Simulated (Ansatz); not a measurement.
# Nb (Im-3m) in Ansatz: a series of runs

One crystal, Nb, is run at these levels: RPBE+D4; tasks: single point, equation of state.

Everything below comes from runs of Ansatz 0.2.0. Logs are shortened: lines on timing, memory, paths and dates and some standing lists are left out, and cuts for length are marked.

**The experiment to reproduce.**

From “Pressure effects on the electronic structure and superconductivity of (TaNb)0.67(HfZrTi)0.33 high entropy alloy”, 2019, arxiv:1910.08312, for a bulk crystal of Nb: bulk modulus 169 GPa.

How close the calculation comes is told below.

## 1. The structure

It takes space group Im-3m (No. 229, cubic). Conventional cell: a = 3.328 Å, b = 3.328 Å, c = 3.328 Å, α = 90.00°, β = 90.00°, γ = 90.00°. Nb (site symmetry m-3m) has 8 Nb at 2.88 Å as nearest neighbours.

## 2. Single point, RPBE+D4, 17.32 Å³/atom (volume scaled by 0.94)

input.yaml

```yaml
crystal:
  lattice:
    - [-1.6299823056, 1.6299823056, 1.6299823056]
    - [1.6299823056, -1.6299823056, 1.6299823056]
    - [1.6299823056, 1.6299823056, -1.6299823056]
  atoms:
    - { symbol: Nb, position: [0.0, 0.0, 0.0] }
hamiltonian:
  xc: rpbe
  pseudopotentials: { kind: paw }
  dispersion: d4
kpoints:
  mp_grid: { grid: [11, 11, 11] }
scf:
  occupations: { method: fermi_dirac, width: 0.05 }
output:
  forces: true
  stress: true
  eigenvalues: true
  write_density: true
  write_potential: true
  elf: true
  volumetric_format: npy
```

Potentials or basis: Ansatz PAW.

On the command line:

```sh
> ansatz run input.yaml --threads 2 --pin off --max-ram 5120MiB --backend cpu --events-out ev --progress --plain --runs-dir out
```

The log of the run:

```text
Warning: RAYON_NUM_THREADS=2 ignored (pool sized by the plan → 2); use --threads N
Engine: ansatz 0.2.0, x86_64-unknown-linux-gnu
Pseudopotentials: kind: paw
Pseudopotential: Nb, paw, valence charge 13, recommended cutoff 420 eV (normal), Nb.paw.azcp
Functional definition: RPBE
  parameter kappa = 0.804
  parameter beta = 0.06672455060314922
  exchange = rpbe_x(kappa = kappa, mu = beta*pi^2/3)
  correlation = pbe_c(beta = beta)
Crystal: 1 atoms, lattice volume = 17.322 Å³
Basis set: ecut = 420 eV, 321 PW (Γ), exchange–correlation on 40×40×40 points (8 copies of the dense FFT grid, shifted against one another)
Bands: 11, of which v1, the nominal top of the filled ones, is band 7 counted from 1 (6 counted from 0)
Symmetry: 48 space group operations
Space group: Im-3m (ITA 229), of the structure as read, at distance tolerance 2.6e-5 Å
k-points: 56 of 1331
Non-local potential: Nb, projectors of the file, l = 0: 3, l = 1: 2, l = 2: 2, l = 3: 1
PAW form: soft (Blöchl's): semilocal exchange-correlation on the pseudo side does not see the compensation charge
PAW frozen core: Nb, regenerated for the run's functional, and the local potential with it (the file was generated under x = pbe(κ = 0.804, μ = 0.2195149727645171), c = pbe(β = 0.06672455060314922))
PAW one-centre angular grid: Nb, 590 points (default); XC on 64 Gauss nodes
Initial density: superposition of atomic densities (neutral atoms: chi_scale 0, normalization atom), corrected by the library's trained network
Initial wavefunctions: pseudopotential atomic-orbital guess
Functional: x = rpbe, c = pbe(β = 0.06672455060314922)
SCF iter   1: F=—  HF=-4559.748392 eV  |F-HF|=—  |Δ(HF+E_count)|=         —  Δρ=4.29e-3  dr2=2.24e-3  ethr=1.77e-3  ⟨swp⟩=5.0  Hψ=3605  notcnv=0
preconditioner: auto → none  [metal: Δε(μ)=0.014 eV  Ē_g=7.924 eV  σ=0.050 eV  W_gap=0.07  n_scr=0 (ndim 8)  ℏωp=19.9 eV  f_vac=0.000  D(μ)=1.92/eV (n_scr^D=18)]
SCF iter   2: F=—  HF=-4559.748077 eV  |F-HF|=—  |Δ(HF+E_count)|=   3.15e-4  Δρ=1.70e-3  dr2=2.13e-4  ethr=1.72e-5  ⟨swp⟩=2.2  Hψ=1304  notcnv=0
SCF iter   3: F=—  HF=-4559.748139 eV  |F-HF|=—  |Δ(HF+E_count)|=   6.20e-5  Δρ=5.66e-4  dr2=2.42e-5  ethr=1.64e-6  ⟨swp⟩=1.0  Hψ=608  notcnv=0
SCF iter   4: F=—  HF=-4559.748148 eV  |F-HF|=—  |Δ(HF+E_count)|=   9.40e-6  Δρ=2.94e-5  dr2=2.67e-8  ethr=1.86e-7  ⟨swp⟩=1.7  Hψ=705  notcnv=0
iter 5 did not close the SCF: its close was put off for the readings that it lacked (scf_convergence_deferred on its scf_iter line)
SCF iter   5: F=-4559.748148 eV  HF=-4559.748148 eV  |F-HF|=1.96e-10  |Δ(HF+E_count)|=   6.40e-8  Δρ=2.52e-6  dr2=6.47e-10  ethr=2.05e-10  ⟨swp⟩=2.0  Hψ=981  notcnv=0
SCF iter   6: F=-4559.748148 eV  HF=-4559.748148 eV  |F-HF|=3.64e-12  |Δ(HF+E_count)|=  4.64e-11  Δρ=2.46e-7  dr2=2.41e-12  ethr=4.98e-12  ⟨swp⟩=4.4  Hψ=2868  notcnv=0
SCF 1 converged in 6 iterations: F = -4559.748148 eV  dr2 = 2.41e-12
SCF converged after 6 iterations
Free energy (F): -4559.748148 eV
Harris-Foulkes:  -4559.748148 eV  (|F-HF|=3.64e-12)
Internal energy: -4559.732438 eV  (E = F + TS)
E sigma→0 (E₀):  -4559.740293 eV
Entropy (-TS):   -0.015710 eV (-15.710 meV/atom)
Fermi energy:    18.634392 eV
--- Per-component energies (eV) ---
  E_band       = -55.685964
  E_kinetic    = 396.968581
  E_local      = -669.502464  (includes V_loc(G=0)·N_el)
  E_nonlocal   = 119.193287
  E_hartree    = 209.414014
  E_xc         = -176.598413
  E_vxc        = -214.060605  (∫ρ·V_xc dr)
  E_paw        = -3080.178772  (= ΣΔE_a)
  E_vpaw       = -107.112804  (= ΣTr[D̂ρ^β])
  E_aug_tail   = 0.000007  (compensation charges beyond the density's cutoff)
  E_ewald      = -1358.330770
  E_disp       = -0.611979  (pairwise vdW)
  E_core_change = -0.085928  (= ΣΔE_core)
  E_smearing   = -0.015710  (= −TS)
  E_closure    = -0.000000  (closes the sum)
  Σ components = -4559.748148   (vs F -4559.748148, Δ=0.00e0)
--- Forces (eV/Å), atoms counted from 1 ---
  atom   1  Nb     0.00000000     0.00000000    -0.00000000
  max |Σ_I F_I| component: 9.63e-33 eV/Å
--- Stress (GPa, compression-positive) ---
        6.788965      -0.000000      -0.000000
        0.000000       6.788965       0.000000
        0.000000       0.000000       6.788965
  P = ⅓ Tr σ = 6.7890 GPa (67.890 kbar)
--- Band table (eV; the first three rows and the last of 56) ---
  k-point 0: bands = ["-35.6403", "-10.8661", "-10.8661", "-10.8661", "12.7114", "19.0230", "19.0230", "19.0230", "22.0649", "22.0649", "32.9009"]
  k-point 1: bands = ["-35.6180", "-10.9975", "-10.9057", "-10.8674", "13.0622", "18.8054", "18.9618", "19.3650", "21.7520", "22.0661", "33.1832"]
  k-point 2: bands = ["-35.5577", "-11.3399", "-11.0105", "-10.8707", "13.9644", "18.2770", "18.6921", "20.3558", "21.4250", "22.1130", "33.5697"]
  k-point 55: bands = ["-35.1607", "-11.9089", "-11.8844", "-11.8844", "14.8117", "14.8748", "23.8918", "23.8918", "24.3626", "27.6526", "28.9225"]
```

Run time: 0.41 s. Hardware: 2 threads of Intel Xeon 6975P-C (Granite Rapids), shared host; peak memory 0.33 GiB.

What came out:

```yaml
Free_energy: -4559.7481 eV
Pressure: 6.8 GPa
Band_gap_on_the_k_mesh: none (metal or under the smearing width)
```

Caveat: pairwise dispersion overbinds metals, which lowers pressure and volume; the PAW data sets come from PBE, with cores solved anew for the run's functional, which leaves a small shift of forces and pressure.

## 3. Single point, RPBE+D4, 17.69 Å³/atom (volume scaled by 0.96)

input.yaml

```yaml
crystal:
  lattice:
    - [-1.6414614324, 1.6414614324, 1.6414614324]
    - [1.6414614324, -1.6414614324, 1.6414614324]
    - [1.6414614324, 1.6414614324, -1.6414614324]
  atoms:
    - { symbol: Nb, position: [0.0, 0.0, 0.0] }
hamiltonian:
  xc: rpbe
  pseudopotentials: { kind: paw }
  dispersion: d4
kpoints:
  mp_grid: { grid: [11, 11, 11] }
scf:
  occupations: { method: fermi_dirac, width: 0.05 }
output:
  forces: true
  stress: true
  eigenvalues: true
```

Potentials or basis: Ansatz PAW.

On the command line:

```sh
> ansatz run input.yaml --threads 2 --pin off --max-ram 5120MiB --backend cpu --events-out ev --progress --plain --runs-dir out
```

It took 0.33 s on 2 threads of Intel Xeon 6975P-C (Granite Rapids), shared host; peak memory 0.32 GiB.

It converged, with:

| Item | Value |
| --- | --- |
| Free energy | -4559.7592 eV |
| Pressure | 2.9 GPa |
| Band gap on the k mesh | none (metal or under the smearing width) |

Caveat: pairwise dispersion overbinds metals, which lowers pressure and volume; the PAW data sets come from PBE, with cores solved anew for the run's functional, which leaves a small shift of forces and pressure.

## 4. Single point, RPBE+D4, 18.06 Å³/atom (volume scaled by 0.98)

Edit input.yaml of step 3 so:

```diff
@@ -2,5 +2,5 @@
   lattice:
-    - [-1.6414614324, 1.6414614324, 1.6414614324]
-    - [1.6414614324, -1.6414614324, 1.6414614324]
-    - [1.6414614324, 1.6414614324, -1.6414614324]
+    - [-1.6527822138, 1.6527822138, 1.6527822138]
+    - [1.6527822138, -1.6527822138, 1.6527822138]
+    - [1.6527822138, 1.6527822138, -1.6527822138]
   atoms:
```

On the command line:

```sh
> ansatz run input.yaml --threads 2 --pin off --max-ram 5120MiB --backend cpu --events-out ev --progress --plain --runs-dir out
```

Wall time 0.33 s (2 threads of Intel Xeon 6975P-C (Granite Rapids), shared host); peak memory 0.33 GiB.

It converged, with:

```yaml
Free_energy: -4559.7617 eV
Pressure: -0.7 GPa
Band_gap_on_the_k_mesh: none (metal or under the smearing width)
```

Caveat: pairwise dispersion overbinds metals, which lowers pressure and volume; the PAW data sets come from PBE, with cores solved anew for the run's functional, which leaves a small shift of forces and pressure.

## 5. Single point, RPBE+D4, 18.43 Å³/atom

Edit input.yaml of step 4 so:

```diff
@@ -2,5 +2,5 @@
   lattice:
-    - [-1.6527822138, 1.6527822138, 1.6527822138]
-    - [1.6527822138, -1.6527822138, 1.6527822138]
-    - [1.6527822138, 1.6527822138, -1.6527822138]
+    - [-1.66395, 1.66395, 1.66395]
+    - [1.66395, -1.66395, 1.66395]
+    - [1.66395, 1.66395, -1.66395]
   atoms:
```

On the command line:

```sh
> ansatz run input.yaml --threads 2 --pin off --max-ram 5120MiB --backend cpu --events-out ev --progress --plain --runs-dir out
```

Run time: 0.33 s. Hardware: 2 threads of Intel Xeon 6975P-C (Granite Rapids), shared host; peak memory 0.32 GiB.

Results (log left out):

| Item | Value |
| --- | --- |
| Free energy | -4559.7562 eV |
| Pressure | -4.0 GPa |
| Band gap on the k mesh | none (metal or under the smearing width) |

Caveat: pairwise dispersion overbinds metals, which lowers pressure and volume; the PAW data sets come from PBE, with cores solved anew for the run's functional, which leaves a small shift of forces and pressure.

## 6. Single point, RPBE+D4, 18.80 Å³/atom (volume scaled by 1.02)

Edit input.yaml of step 5 so:

```diff
@@ -2,5 +2,5 @@
   lattice:
-    - [-1.66395, 1.66395, 1.66395]
-    - [1.66395, -1.66395, 1.66395]
-    - [1.66395, 1.66395, -1.66395]
+    - [-1.6749698576, 1.6749698576, 1.6749698576]
+    - [1.6749698576, -1.6749698576, 1.6749698576]
+    - [1.6749698576, 1.6749698576, -1.6749698576]
   atoms:
@@ -19 +19,5 @@
   eigenvalues: true
+  write_density: true
+  write_potential: true
+  elf: true
+  volumetric_format: npy
```

Potentials or basis: Ansatz PAW.

On the command line:

```sh
> ansatz run input.yaml --threads 2 --pin off --max-ram 5120MiB --backend cpu --events-out ev --progress --plain --runs-dir out
```

Wall time 0.41 s (2 threads of Intel Xeon 6975P-C (Granite Rapids), shared host); peak memory 0.33 GiB.

Results (log left out):

```
Free energy            : -4559.7434 eV
Pressure               : -7.0 GPa
Band gap on the k mesh : none (metal or under the smearing width)
```

Caveat: pairwise dispersion overbinds metals, which lowers pressure and volume; the PAW data sets come from PBE, with cores solved anew for the run's functional, which leaves a small shift of forces and pressure.

## 7. Single point, RPBE+D4, 19.17 Å³/atom (volume scaled by 1.04)

input.yaml

```yaml
crystal:
  lattice:
    - [-1.68584659, 1.68584659, 1.68584659]
    - [1.68584659, -1.68584659, 1.68584659]
    - [1.68584659, 1.68584659, -1.68584659]
  atoms:
    - { symbol: Nb, position: [0.0, 0.0, 0.0] }
hamiltonian:
  xc: rpbe
  pseudopotentials: { kind: paw }
  dispersion: d4
kpoints:
  mp_grid: { grid: [11, 11, 11] }
scf:
  occupations: { method: fermi_dirac, width: 0.05 }
output:
  forces: true
  stress: true
  eigenvalues: true
```

On the command line:

```sh
> ansatz run input.yaml --threads 2 --pin off --max-ram 5120MiB --backend cpu --events-out ev --progress --plain --runs-dir out
```

Wall time 0.32 s (2 threads of Intel Xeon 6975P-C (Granite Rapids), shared host); peak memory 0.33 GiB.

The run converged. Its results:

* Free energy: -4559.7240 eV
* Pressure: -9.8 GPa
* Band gap on the k mesh: none (metal or under the smearing width)

Caveat: pairwise dispersion overbinds metals, which lowers pressure and volume; the PAW data sets come from PBE, with cores solved anew for the run's functional, which leaves a small shift of forces and pressure.

## 8. Single point, RPBE+D4, 19.53 Å³/atom (volume scaled by 1.06)

Edit input.yaml of step 7 so:

```diff
@@ -2,5 +2,5 @@
   lattice:
-    - [-1.68584659, 1.68584659, 1.68584659]
-    - [1.68584659, -1.68584659, 1.68584659]
-    - [1.68584659, 1.68584659, -1.68584659]
+    - [-1.6965847559, 1.6965847559, 1.6965847559]
+    - [1.6965847559, -1.6965847559, 1.6965847559]
+    - [1.6965847559, 1.6965847559, -1.6965847559]
   atoms:
```

On the command line:

```sh
> ansatz run input.yaml --threads 2 --pin off --max-ram 5120MiB --backend cpu --events-out ev --progress --plain --runs-dir out
```

Run time: 0.34 s. Hardware: 2 threads of Intel Xeon 6975P-C (Granite Rapids), shared host; peak memory 0.33 GiB.

It converged, with:

- Free energy: -4559.6985 eV
- Pressure: -12.3 GPa
- Band gap on the k mesh: none (metal or under the smearing width)

Caveat: pairwise dispersion overbinds metals, which lowers pressure and volume; the PAW data sets come from PBE, with cores solved anew for the run's functional, which leaves a small shift of forces and pressure.

## 9. Equation of state, RPBE+D4

Potentials or basis: Ansatz PAW.

This step only gathers the single runs of the series.

Results:

| Item | Value |
| --- | --- |
| Equilibrium volume | 17.98 Å³/atom |
| Bulk modulus | 171 GPa |
| Pressure derivative of the bulk modulus | 3.3 |

Energy against volume, from the lowest point:
| volume (Å³/atom) | energy (meV/atom) |
| --- | --- |
| 17.322 | 13.54 |
| 17.691 | 2.46 |
| 18.060 | 0.00 |
| 18.428 | 5.48 |
| 18.797 | 18.26 |
| 19.165 | 37.69 |
| 19.534 | 63.16 |

Caveat: the potentials were made for another functional, which shifts forces and pressure.

## 10. Comparison with measurements

Step 9. Against the measured bulk modulus of Nb, 169 GPa (quoted in “Pressure effects on the electronic structure and superconductivity of (TaNb)0.67(HfZrTi)0.33 high entropy alloy”, 2019, arxiv:1910.08312), the calculated 171 GPa is off by +1.3 %. The fit is for a static lattice scaled at fixed shape and fixed fractional positions.
